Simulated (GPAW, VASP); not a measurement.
Given: the input of a run of VASP 6.6.1 on InPd. The cell comes from a database or a generator and needn't be the stable form of this composition.

INCAR

```
ALGO = Normal
EDIFF = 1E-6
ENCUT = 520
GGA = PE
ISIF = 2
ISMEAR = 0
LASPH = True
LCHARG = True
LELF = True
LREAL = False
LVHAR = True
LWAVE = False
NBANDS = 18
NELM = 100
PREC = Accurate
SIGMA = 0.024
```

The input KPOINTS:

```
k-points
0
Gamma
  8 8 8
```

Contents of POSCAR:

```
InPd
1.0
    3.2718847800      0.0000000000      0.0000000000
    0.0000000000      3.2718847800      0.0000000000
    0.0000000000      0.0000000000      3.2718847800
In Pd
1 1
Direct
    0.0000000000      0.0000000000      0.0000000000
    0.5000000000      0.5000000000      0.5000000000
```

Potentials or basis: VASP PAW PBE potentials, release 64 (In_d, Pd).

Command:

```sh
$ cat potpaw_PBE.64/In_d/POTCAR potpaw_PBE.64/Pd/POTCAR > POTCAR
$ mpirun -np 1 vasp_std > vasp.out
```

Q: What does the same run look like in GPAW 26.7.0 (ASE script)? Potentials or basis there: GPAW PAW data sets (gpaw-data 1.2.1), cutoff 600 eV.

A: As run (cutoffs and basis follow the program's own potentials, and thresholds, step limits or extra output files can differ):

Contents of run.py:

```python
from ase import Atoms
from ase.dft.bandgap import bandgap
from ase.io import write
from ase.units import GPa
from gpaw import GPAW, PW

atoms = Atoms(['In', 'Pd'],
              cell=[[3.27188478, 0.0, 0.0],
                    [0.0, 3.27188478, 0.0],
                    [0.0, 0.0, 3.27188478]],
              scaled_positions=[[0.0, 0.0, 0.0],
                                [0.5, 0.5, 0.5]],
              pbc=True)

calc = GPAW(mode=PW(600),
            xc='PBE',
            kpts={'size': (8, 8, 8), 'gamma': True},
            occupations={'name': 'methfessel-paxton', 'order': 0, 'width': 0.024},
            nbands=26,
            convergence={'density': 1e-05, 'energy': 1e-05},
            maxiter=150,
            txt='gpaw.txt')
atoms.calc = calc
energy = atoms.get_potential_energy()
forces = atoms.get_forces()
stress = atoms.get_stress()
calc.write('gs.gpw')
write('result.traj', atoms)
print(f'Energy: {energy:.6f} eV')
print('Forces (eV/A):')
print(forces.round(4))
print('Stress (GPa):', (stress / GPa).round(3))
print('Fermi level:', round(calc.get_fermi_level(), 4), 'eV')
print(f'Gap: {bandgap(calc)[0]:.4f} eV, direct: {bandgap(calc, direct=True)[0]:.4f} eV')
```

Potentials or basis: GPAW PAW data sets (gpaw-data 1.2.1), pw.

Command:

```bash
$ OMP_NUM_THREADS=1 python run.py
```

Both were run:

|  | VASP | GPAW |
| --- | --- | --- |
| Pressure | 3.7 GPa | 3.3 GPa |

The potentials hold 23 and 29 valence electrons a cell.

Pressure is positive in compression.
